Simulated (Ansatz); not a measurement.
Runs of Ansatz 0.2.0 on Si3N4. It takes space group P-43m (No. 215, cubic). Conventional cell: a = 4.131 Å, b = 4.131 Å, c = 4.131 Å, α = 90.00°, β = 90.00°, γ = 90.00°. Si (site symmetry -42m) has 4 N at 1.77 Å as nearest neighbours. Around N (site symmetry 3m) lie 3 Si at 1.77 Å. The cell was built by a generator and needn't be a form met in nature.

| task | level | cell | k mesh | cutoff (eV) | gap on the mesh (eV) | pressure (GPa) | relaxed volume (Å³/atom) |
| --- | --- | --- | --- | --- | --- | --- | --- |
| single point | PBE | as given | 9 × 9 × 9 | 420 | 2.74 | 0.0 | - |
| relaxation of cell and atoms | RPBE+D3(BJ) | relaxed | 7 × 7 × 7 | 420 | 2.74 | 0.0 | 9.36 |
| relaxation of cell and atoms | PBE | relaxed | 7 × 7 × 7 | 420 | 2.75 | 0.0 | 10.07 |
| relaxation of cell and atoms | r2SCAN+rVV10 | relaxed | 7 × 7 × 7 | 500 | (a) | 0.0 | 9.81 |
| single point | PBE | as given | 7 × 7 × 7 | 500 | 2.75 | 0.0 | - |

Alike in all rows: potentials or basis Ansatz PAW; no spin polarisation; smearing fermi-dirac 0.05 eV.

Task: Estimate the missing entries.

Result: (a) 3.29.

Caveats: odd divisions of the mesh miss points on the zone boundary, where band edges often lie, so the gap on the mesh can be too wide; the plane-wave basis is chosen anew once the cell has moved, so the energies of steps on either side of that aren't comparable (some runs); the PAW data sets come from PBE, with cores solved anew for the run's functional, which leaves a small shift of forces and pressure (some runs).

A k mesh can miss the band edges.
